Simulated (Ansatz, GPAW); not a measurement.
# Ballistic transport through an Al chain with two N atoms in line, from relaxation to T(E), part 2 of 4

How well does an Al chain with two N atoms in line conduct once its atoms have relaxed, and how much do cheaper levels lose?

GPAW 26.7.0 and Ansatz 0.2.0; Ansatz plane waves; relaxation of the junction with the lead ends held; PAW set soft_1 (the session's first sound run).

So far. Step 2 (Relaxing the atoms): The relaxation lowered the energy of the cell by 0.986 eV.

## (3) Plane waves, PBE

Plane waves give the reference curve, free of the bias of atom-centred orbitals.

This step: Ansatz plane waves; Landauer transmission by layers, zero bias; PAW set soft_1 (Ansatz 0.2.0).

Input file input.yaml:

```yaml
crystal:
  lattice:
    - [9.0, 0.0, 0.0]
    - [0.0, 9.0, 0.0]
    - [0.0, 0.0, 35.9826]
  atoms:
    - { symbol: Al, position: [0.5, 0.5, 0.0333494522] }
    - { symbol: Al, position: [0.5, 0.5, 0.1000483567] }
    - { symbol: Al, position: [0.5, 0.5, 0.1667472612] }
    - { symbol: Al, position: [0.5, 0.5, 0.2334461656] }
    - { symbol: Al, position: [0.5, 0.5, 0.3001450701] }
    - { symbol: Al, position: [0.4564241567, 0.411032215, 0.3699055257] }
    - { symbol: Al, position: [0.5210858022, 0.5390462654, 0.4351253699] }
    - { symbol: "N", position: [0.4881570386, 0.4764185113, 0.4832886416] }
    - { symbol: "N", position: [0.488149592, 0.4759960985, 0.5168378731] }
    - { symbol: Al, position: [0.5178014177, 0.5386194141, 0.5651142967] }
    - { symbol: Al, position: [0.4554661644, 0.4091830284, 0.6302853082] }
    - { symbol: Al, position: [0.5, 0.5, 0.6998549299] }
    - { symbol: Al, position: [0.5, 0.5, 0.7665538344] }
    - { symbol: Al, position: [0.5, 0.5, 0.8332527388] }
    - { symbol: Al, position: [0.5, 0.5, 0.8999516433] }
    - { symbol: Al, position: [0.5, 0.5, 0.9666505478] }
kpoints:
  mp_grid: { grid: [1, 1, 2] }
hamiltonian:
  xc: pbe
  pseudopotentials: { kind: paw, azcp: { folder: soft_1 } }
scf:
  occupations: { method: fermi_dirac, width: 0.1 }
output:
  transmission:
    leads: [[0, 1]]
    e_range: [-2, 2]
    de: 0.025
    kmesh: [1, 1]
    reduced_basis: true
  write_potential: true
  write_density: true
  volumetric_format: npy
```

The run is started by

```bash
$ ansatz run input.yaml --threads 4 --pin off --max-ram 8192MiB --backend cpu --events-out ev --progress --plain --runs-dir out
```

Numbers of over 12 decimals in the logs are rounded to 6 here.

The program printed:

```text
[...]
Crystal: 16 atoms, lattice volume = 2914.591 Å³
Basis set: ecut = 420 eV, 56925 PW (Γ)
Bands: 42, of which v1, the nominal top of the filled ones, is band 26 counted from 1 (25 counted from 0)
Symmetry: 1 space group operations
[...]
k-points: 2
[...]
SCF iter   1: F=—  HF=-8272.908022 eV  |F-HF|=—  |Δ(HF+E_count)|=         —  Δρ=2.66e-2  dr2=4.48e1  ethr=3.10e-3  ⟨swp⟩=7.0  Hψ=443  notcnv=0
[...]
SCF iter  12: F=-8266.408128 eV  HF=-8266.408128 eV  |F-HF|=1.96e-8  |Δ(HF+E_count)|=   2.08e-9  Δρ=9.70e-7  dr2=6.24e-8  ethr=1.92e-10  ⟨swp⟩=9.0  Hψ=427  notcnv=0
SCF 1 converged in 12 iterations: F = -8266.408128 eV  dr2 = 6.24e-8
[...]
transmission: 45 of 270 steps passed
transmission: 90 of 270 steps passed
[...]
transmission: 270 of 270 steps passed
WARN: The output density's exchange-correlation potential varies sharply where the density is thin. Do not read a vacuum level from v_tot or v_xc, or from such a field of the output density. On a cell that repeats whose density bears no net charge and no dipole along the vacuum's axis use v_es (v_loc + v_h of the components); under efield.dipole_correction with no amplitude use v_es + v_field, which holds any externa [...]
SCF converged after 12 iterations
Free energy (F): -8266.408128 eV
[...]
Internal energy: -8265.722804 eV  (E = F + TS)
E sigma→0 (E₀):  -8266.065466 eV
Entropy (-TS):   -0.685323 eV (-42.833 meV/atom)
Fermi energy:    -3.034309 eV
[...]
--- Band table (eV) ---
  k-point 0: bands = [... 22 lower, -3.3441, -3.2652, -3.1929, -3.1001, -2.9768, -2.9438, -2.7594, -2.6024, ... 12 higher]
  k-point 1: bands = [... 22 lower, -3.2951, -3.2707, -3.2082, -3.1033, -3.0132, -2.8723, -2.7293, -2.6769, ... 12 higher]
--- Transmission ---
  basis      : 717 plane waves across, 45 finite elements along
  points     : 1, standing for a mesh of 1 x 1
  filling    : by the input's occupations and mesh, since the crystals that have channels conduct as metals do. If one of these is a semiconductor, that mesh has misplaced its level
  energies   : 161 from -2.000000 to 2.000000 eV about the Fermi level, 0.025000 eV apart; the leads are filled to 0.000000 eV, and channels, transmission and decay are at 0.000000 eV
  crystal 0  : Al1, at the sites [0, 1], period 2.4000 Å, over 24.00 Å; its Hamiltonian steps by up to 6.9 meV
    offset         : up to 0.0000 Å between an atom of the period and one for which it stands
    filled         : 13.9 meV over the level at which it is neutral
    channels       : 2.000000e0 a spin
    conductance    : 1.9131e14 S/m² at 300 K; may be off by some 0.0 % by where its bands' edges are placed, 0.0 % from the distance to neutral
  junction   : crystal 0 to crystal 0, 0.70 to 34.28 Å
    transmission   : 1.126954e0 a spin
    error estimate : 4.212302e-4 a spin from the reduction of the transverse basis, at the most 1.198239e-3 at -0.300000 eV
    conductance    : 1.0734e14 S/m² at 300 K (1.0734e14 on every other energy)
    error estimate : 0.0 % from the energy spacing and 0.0 % from band edges of the leads and from resonances (wavevectors taken as independent; lower de), 0.1 % from the reduction of the transverse basis, 2.4 % from the steps of its leads' Hamiltonians or their offsets (lay more layers), 2.4 % from the distance to neutral
    resistance     : 4.0895e-3 Ω µm² beyond half of each lead's own
```

Elapsed: 46 s, on 4 threads of Intel Xeon Platinum 8488C (Sapphire Rapids), shared host; peak memory 2.3 GiB.

The column dr2 measures how far the density is from self-consistency, as an energy; F and HF (Harris–Foulkes) agree once it is small.

This step gave:

```
lead level                                              : 0 eV from the Fermi level
transmission at the Fermi level (one spin)              : 1.127
open channels of the lead at the Fermi level (one spin) : 2
step of the potential along the lead                    : 6.9 meV
offset of the lead                                      : 0 Å
filling of the lead less its bulk value, in size        : 13.9 meV
conductance                                             : 1.122 G₀
```

One spin. Transmission, zone mean against energy, zero at the Fermi level:

energy (eV), transmission, zone mean and a bar:
```
   -2.000       0.15 ###
   -1.900       0.13 ###
   -1.800       0.10 ##
   -1.700       0.07 #
   -1.600       0.05 #
   -1.500       0.03 #
   -1.400       0.02 
   -1.300       0.01 
   -1.200       0.00 
   -1.100       0.00 
   -1.000       0.00 
   -0.900       0.00 
   -0.800       0.00 
   -0.700       0.00 
   -0.600       0.00 
   -0.500       0.00 
   -0.400       0.00 
   -0.300       0.89 ##################
   -0.275       1.13 ######################
   -0.200       0.83 #################
   -0.100       0.91 ##################
    0.000       1.13 ######################
    0.100       1.30 ##########################
    0.200       1.36 ###########################
    0.300       1.31 ##########################
    0.400       1.23 ########################
    0.500       1.19 ########################
    0.600       1.20 ########################
    0.700       1.23 ########################
    0.800       1.26 #########################
    0.900       1.28 #########################
    1.000       1.39 ############################
    1.100       1.46 #############################
    1.200       1.50 ##############################
    1.300       1.51 ##############################
    1.400       1.49 ##############################
    1.500       1.46 #############################
    1.600       1.43 ############################
    1.700       1.43 ############################
    1.800       1.44 #############################
    1.900       1.45 #############################
    2.000       1.45 #############################
```

One spin. Open channels, zone mean against energy, zero at the Fermi level:

```
energy (eV)  open channels, zone mean
     -2.000                         1
     -1.900                         1
     -1.800                         1
     -1.700                         1
     -1.600                         1
     -1.500                         1
     -1.400                         1
     -1.300                         1
     -1.200                         0
     -1.100                         0
     -1.000                         0
     -0.900                         0
     -0.800                         0
     -0.700                         0
     -0.600                         0
     -0.500                         0
     -0.400                         0
     -0.300                         2
     -0.200                         2
     -0.100                         2
      0.000                         2
      0.100                         2
      0.200                         2
      0.300                         2
      0.400                         2
      0.500                         2
      0.600                         2
      0.700                         2
      0.800                         2
      0.900                         2
      1.000                         3
      1.100                         3
      1.200                         3
      1.300                         3
      1.400                         3
      1.500                         3
      1.600                         3
      1.700                         3
      1.800                         3
      1.900                         3
      2.000                         3
```

Crystal 0, spin -, k parallel (0, 0); distinct values, listed up to 1.5 1/Å. Table of Im kz of the slowest decaying states by energy, zero at the Fermi level:

```
energy (eV)  decay 1 (Å⁻¹)  decay 2 (Å⁻¹)  decay 3 (Å⁻¹)  decay 4 (Å⁻¹)
     -2.000          0.672          0.672           1.15           1.26
     -1.800          0.628          0.629           1.13           1.24
     -1.600          0.582          0.582           1.10           1.22
     -1.400          0.531          0.532           1.08           1.20
     -1.200         0.0369          0.475          0.476           1.06
     -1.000         0.0792          0.412          0.412           1.03
     -0.800         0.0999          0.337          0.337           1.00
     -0.600          0.112          0.239          0.240          0.978
     -0.400         0.0308         0.0368          0.119          0.951
     -0.200          0.121          0.923           1.06           1.14
      0.000          0.119          0.894           1.03           1.12
      0.200          0.112          0.864           1.01           1.09
      0.400          0.101          0.833          0.980           1.07
      0.600         0.0831          0.801          0.953           1.05
      0.800         0.0524          0.767          0.924           1.02
      1.000          0.732          0.896          0.994           1.08
      1.200          0.695          0.866          0.967           1.06
      1.400          0.656          0.835          0.940           1.03
      1.600          0.615          0.803          0.911           1.00
      1.800          0.570          0.769          0.882          0.977
      2.000          0.521          0.734          0.851          0.950
```

Crystal 0, spin -, k parallel (0, 0). Table of Re kz of states that move upwards by energy, zero at the Fermi level:

```
energy (eV)  channel 1 (Å⁻¹)  channel 2 (Å⁻¹)  channel 3 (Å⁻¹)
     -2.000             1.13                -                -
     -1.900             1.15                -                -
     -1.800             1.16                -                -
     -1.700             1.18                -                -
     -1.600             1.20                -                -
     -1.500             1.22                -                -
     -1.400             1.24                -                -
     -1.300             1.27                -                -
     -1.200                -                -                -
     -1.100                -                -                -
     -1.000                -                -                -
     -0.900                -                -                -
     -0.800                -                -                -
     -0.700                -                -                -
     -0.600                -                -                -
     -0.500                -                -                -
     -0.400                -                -                -
     -0.300            0.164            0.165                -
     -0.200            0.234            0.235                -
     -0.100            0.288            0.289                -
      0.000            0.333            0.334                -
      0.100            0.373            0.374                -
      0.200            0.409            0.410                -
      0.300            0.442            0.443                -
      0.400            0.473            0.474                -
      0.500            0.502            0.502                -
      0.600            0.529            0.530                -
      0.700            0.555            0.556                -
      0.800            0.580            0.580                -
      0.900            0.604            0.604                -
      1.000            -1.26            0.627            0.627
      1.100            -1.24            0.649            0.649
      1.200            -1.22            0.670            0.670
      1.300            -1.20            0.691            0.691
      1.400            -1.19            0.711            0.711
      1.500            -1.17            0.730            0.731
      1.600            -1.16            0.750            0.750
      1.700            -1.15            0.768            0.768
      1.800            -1.13            0.786            0.787
      1.900            -1.12            0.804            0.804
      2.000            -1.11            0.821            0.822
```

The electrostatic potential energy of an electron (with the applied field's), less the Fermi level, planar mean oscillates, so the rows of the table below give means over windows of 2.37 Å about each position, cut where the curve ends. Its first 14 maxima inside the range that stand out by 2 % of the span (Å: eV): 1.2: 3.19, 2.4: 3.82, 3.6: 3.18, 4.7: 3.82, 6.1: 3.19, 7.3: 3.82, 8.4: 3.18, 9.6: 3.74, 10.8: 3.05, 12.0: 3.68, 13.3: 3.02, 14.5: 3.62, 15.7: 3.11, 16.7: 3.66. Its first 14 minima: 0.9: 3.16, 1.5: 3.16, 3.3: 3.16, 3.8: 3.16, 5.8: 3.16, 6.2: 3.17, 8.1: 3.15, 8.7: 3.14, 10.5: 3.03, 11.1: 3.01, 13.0: 2.98, 13.6: 2.99, 15.4: 3.08, 16.0: 3.07.

The electrostatic potential energy of an electron (with the applied field's), less the Fermi level, planar mean by z; means over each step:

z (Å), electrostatic potential energy of an electron (with the applied field's), less the Fermi level, planar mean (eV) and a bar from the least value:
```
     1.19       3.41 #############################
     3.56       3.40 ############################
     5.93       3.41 #############################
     8.29       3.39 ##########################
    10.67       3.27 ########
    13.04       3.24 ##
    15.41       3.29 ##########
    17.77       3.37 #######################
    20.14       3.29 ##########
    22.52       3.22 
    24.89       3.27 #######
    27.25       3.37 ########################
    29.62       3.41 ##############################
    32.00       3.41 #############################
    34.37       3.41 ##############################
```

The valence density, planar mean oscillates, so the rows of the table below give means over windows of 2.37 Å about each position, cut where the curve ends. Its maxima inside the range that stand out by 2 % of the span (Å: e/Å³): 2.4: 0.0176, 4.7: 0.0176, 7.1: 0.0176, 9.5: 0.0175, 11.7: 0.0159, 14.8: 0.0176, 17.3: 0.0597, 18.7: 0.0597, 21.2: 0.0176, 24.3: 0.0159, 26.5: 0.0175, 28.9: 0.0176, 31.2: 0.0176, 33.6: 0.0176. Its first 14 minima: 1.2: 0.0126, 3.6: 0.0126, 5.9: 0.0127, 8.4: 0.0129, 10.8: 0.0127, 13.2: 0.0133, 15.8: 0.0130, 18.1: 0.0432, 20.1: 0.0130, 22.8: 0.0133, 25.2: 0.0127, 27.5: 0.0129, 30.1: 0.0127, 32.4: 0.0126.

Valence density, planar mean against z; means over each step:

z (Å), valence density, planar mean (e/Å³) and a bar from the least value:
```
     1.19     0.0154 #
     3.56     0.0154 #
     5.93     0.0154 #
     8.29     0.0156 #
    10.67     0.0151 
    13.04     0.0148 
    15.41     0.0159 #
    17.77     0.0493 ##############################
    20.14     0.0190 ####
    22.52     0.0152 
    24.89     0.0147 
    27.25     0.0155 #
    29.62     0.0154 #
    32.00     0.0154 #
    34.37     0.0154 #
```

T at the Fermi level is 1.13 of 2 open channels a spin.

[end of part 2 of 4]

[Logs are printed without paths, hosts, clocks, repeated set-up lines and the standing remarks that a program may print on its own settings, such as how far it seeks lower states.]

[Hosts, paths, dates, database ids (printed as entryN), source tags and the programs' standing remarks are cut or masked in the printed files.]
